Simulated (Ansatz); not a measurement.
The system is HgTe (Coloradoite).

```
CELL_PARAMETERS angstrom
0.00000 3.21450 3.21450
3.21450 0.00000 3.21450
3.21450 3.21450 0.00000
ATOMIC_POSITIONS crystal
Hg 0.00000 0.00000 0.00000
Te 0.75000 0.75000 0.75000
```

```yaml
Program: Ansatz 0.2.0
Task: single point
Functional: PBE
Potentials_or_basis: Ansatz PAW
Cutoff: "420 eV (not typed: the program's choice for these potentials)"
k_mesh: 7 × 7 × 7
Occupations: fermi-dirac, width 0.05 eV
Spin: no spin polarisation
```

On this cell: pressure 4.6 GPa; largest force zero by symmetry; band gap on the k mesh none (metal or under the smearing width).

The same run follows on a disturbed copy (atoms moved at random, drawn with an rms of 0.05 Å):

```xyz
2
Lattice="0.0000 3.2145 3.2145 3.2145 0.0000 3.2145 3.2145 3.2145 0.0000" Properties=species:S:1:pos:R:3 pbc="T T T"
Hg   -0.0041   -0.0227    0.0017
Te    4.8265    4.8151    4.8249
```

What does the disturbed cell give?

The energy (extrapolated to zero smearing) moves by +0.4 meV/atom; pressure 4.6 GPa; largest force 0.079 eV/Å; band gap on the k mesh none (metal or under the smearing width).

Forces on the atoms (eV/Å):
```
Hg   0.038  0.068  0.009
Te  -0.038 -0.068 -0.009
```

Stress tensor (GPa, compression positive):
```
4.57 0.03 0.27
0.03 4.56 0.15
0.27 0.15 4.57
```
